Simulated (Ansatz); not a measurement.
Runs of Ansatz 0.2.0 on SnO2 (Cassiterite). The structure is tetragonal, space group P4_2/mnm (No. 136). The conventional cell has a = 4.738 Å, b = 4.738 Å, c = 3.187 Å, α = 90.00°, β = 90.00°, γ = 90.00°. Sn (site symmetry mmm) has 6 O at 2.05 to 2.06 Å as nearest neighbours. O (site symmetry m2m) has 3 Sn at 2.05 to 2.06 Å as nearest neighbours. 

| task | level | cell | smearing | points for each segment of the path | gap on the mesh (eV) | pressure (GPa) | relaxed volume (Å³/atom) | largest force (eV/Å) |
| --- | --- | --- | --- | --- | --- | --- | --- | --- |
| single point | LDA | as given | gaussian 0.1 eV | - | (d) | (c) | - | 0.15 |
| relaxation of cell and atoms | PBE+D4 | relaxed | fermi-dirac 0.05 eV | - | 0.86 | 0.0 | (b) | - |
| relaxation of cell and atoms | BLYP | relaxed | fermi-dirac 0.05 eV | - | 0.40 | 0.0 | 12.96 | - |
| relaxation of cell and atoms | BLYP+D4 | relaxed | fermi-dirac 0.05 eV | - | (a) | 0.0 | 12.45 | - |
| single point | PBE | as given | gaussian 0.015 eV | - | 1.28 | 11.1 | - | 0.28 |
| band structure | PBEsol | as given | fermi-dirac 0.05 eV | 14 | 1.18 | 4.7 | - | 0.21 |
| relaxation of cell and atoms | PBEsol+D4 | relaxed | fermi-dirac 0.05 eV | - | 1.02 | 0.0 | 12.05 | - |
| single point | PBE | as given | gaussian 0.012 eV | - | 1.28 | 11.1 | - | 0.28 |

Alike in all rows: potentials or basis Ansatz PAW; no spin polarisation; k mesh 6 × 6 × 8; cutoff (eV) 420.

Question: Fill in the values left out.

Answer: (a) 0.77; (b) 12.34; (c) -0.7; (d) 1.13.

Caveats: spin-orbit coupling is left out, which moves the levels of the heavy elements; the PAW data sets come from PBE, with cores solved anew for the run's functional, which leaves a small shift of forces and pressure (some runs); the plane-wave basis is chosen anew once the cell has moved, so the energies of steps on either side of that aren't comparable (some runs).

A k mesh can miss the band edges, and the runs leave out spin-orbit coupling on Sn.
